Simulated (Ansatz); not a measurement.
## PtSe2 (Sudovikovite) under changes of volume

One of the cells (20.265 Å³/atom); the others are scaled copies at fixed shape and fractional positions:

```
Pt Se
1.0
     3.72400    0.00000    0.00000
    -1.86200    3.22508    0.00000
     0.00000    0.00000    5.06200
Pt Se
1 2
Cartesian
  0.0000 0.0000 0.0000
  1.8620 1.0750 3.7965
  0.0000 2.1501 1.2655
```

| Item | Value |
| --- | --- |
| Program | Ansatz 0.2.0 |
| Functional | revPBE |
| Dispersion | D3(BJ) |
| Potentials or basis | Ansatz PAW |
| Cutoff | 420 eV (not typed: the program's choice for these potentials) |
| k mesh | 8 × 8 × 5 |
| Occupations | fermi-dirac, width 0.05 eV |
| Spin | no spin polarisation |

```tsv
volume (Å³/atom)	energy over the lowest point (meV/atom)	pressure (GPa)	largest force (eV/Å)
19.049	47.98	11.2	1.576
19.455	24.11	7.7	1.254
19.860	8.76	4.5	0.960
20.265	1.00	1.7	0.689
20.671	0.00	-0.8	0.441
21.076	5.01	-3.1	0.213
21.481	?	?	?
```

Problem. What does the run at 21.481 Å³/atom give?

Solution. Energy over the lowest point 15.38 meV/atom; pressure -5.1 GPa; largest force 0.004 eV/Å.

Worked out: A Birch-Murnaghan fit of order 3 (a polynomial in V^(-2/3)) to the other rows has its minimum at 20.53 Å³/atom with B0 = V·E''(V) = 125 GPa and B' = 4.8 at fixed shape and positions, which overstates the stiffness. It gives 15.41 meV/atom at 21.481 Å³/atom, against the run's 15.38, and -dE/dV = -5.1 GPa, against -5.1.

Energies are extrapolated to zero smearing.

Caveats: pairwise dispersion overbinds metals, which lowers pressure and volume; the PAW data sets come from PBE, with cores solved anew for the run's functional, which leaves a small shift of forces and pressure; forces of over 1 eV/Å show positions far from the minimum, so gaps and moduli don't describe the material at rest (some runs).
